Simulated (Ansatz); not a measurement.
MgTe: frozen-core PAW against all-electron methods

```yaml
crystal:
  lattice:
    - [4.67620, 0.00000, 0.00000]
    - [-2.33810, 4.04971, 0.00000]
    - [0.00000, 0.00000, 7.39500]
  atoms:
    - { symbol: Mg, position: [0.33333, 0.66667, 0.00000] }
    - { symbol: Mg, position: [0.66667, 0.33333, 0.50000] }
    - { symbol: Te, position: [0.33333, 0.66667, 0.37000] }
    - { symbol: Te, position: [0.66667, 0.33333, 0.87000] }
```

Atoms are numbered in the order listed.

The cell is COD entry 1538744, as deposited and not checked against the literature; nothing was relaxed. The listed cell was then made from it by scaling, straining or moving an atom.

No spin–orbit coupling, which matters for the heavy atoms here.

All numbers are computed: DFT, PBEsol, PAW with Ansatz's default frozen-core files, scalar-relativistic (Ansatz 0.2.0); DFT, PBEsol, all-electron PAW with datasets made for the crystal, scalar-relativistic (Ansatz 0.2.0); DFT, PBEsol, all-electron LAPW, scalar-relativistic (Ansatz 0.2.0).

For PAW: a Γ-centred 9×9×5 k mesh, Fermi–Dirac smearing of 0.03 eV, cutoff 420 eV, no spin polarisation; the PAW files were made with PBE, and the program remakes their frozen cores for this functional. The crystal-made all-electron datasets (AE datasets) take a cutoff of 220 eV at this cell. LAPW targets a basis error of 0.5 meV/atom. The Ansatz runs share mesh, smearing and spin set-up. Plane-wave (PAW) pressures include the program's estimate of the Pulay term.

Stress and pressure are positive in compression.

The change that made this cell: equal xx and yy strain of +3 %.

```
              quantity     PAW  AE datasets    LAPW
        pressure (GPa)   -1.41        -1.42   -1.42
       stress xx (GPa)   -2.29        -2.29   -2.29
       stress zz (GPa)    0.34         0.34    0.34
force on Mg1, z (eV/Å)  -0.369       -0.368  -0.368
force on Te3, z (eV/Å)   0.369        0.368   0.368
         band gap (eV)   2.196        2.196   2.196
```

PAW's pressure differs from the LAPW value by about 0.01 GPa or less. Datasets made for the crystal and LAPW share parts of one code, so their agreement isn't an independent check.
